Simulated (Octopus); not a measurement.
SiC (Moissanite 3C):

```xyz
2
Lattice="0.0000 2.1790 2.1790 2.1790 0.0000 2.1790 2.1790 2.1790 0.0000" Properties=species:S:1:pos:R:3 pbc="T T T"
Si    0.0000    0.0000    0.0000
C     3.2685    3.2685    3.2685
```

Base run:

| Item | Value |
| --- | --- |
| Program | Octopus 16.4 |
| Functional | PBE |
| Potentials or basis | pseudodojo_pbe (PseudoDojo 0.5, PBE) |
| Grid spacing | 0.134 Å |
| k mesh | 10 × 10 × 10 |
| Occupations | fermi-dirac, width 0.05 eV |
| Spin | no spin polarisation |

Its results: band gap on the k mesh 1.36 eV, indirect (least direct gap 4.55 eV).

Problem. The run is repeated on the same cell with these changes: functional from PBE to PBEsol; potentials or basis from pseudodojo_pbe (PseudoDojo 0.5, PBE) to pseudodojo_pbesol (PseudoDojo 0.4, PBEsol). What comes out?

Solution. Band gap on the k mesh 1.24 eV, indirect (least direct gap 4.46 eV).

A k mesh can miss the band edges.

Not every run made on this cell is shown here.
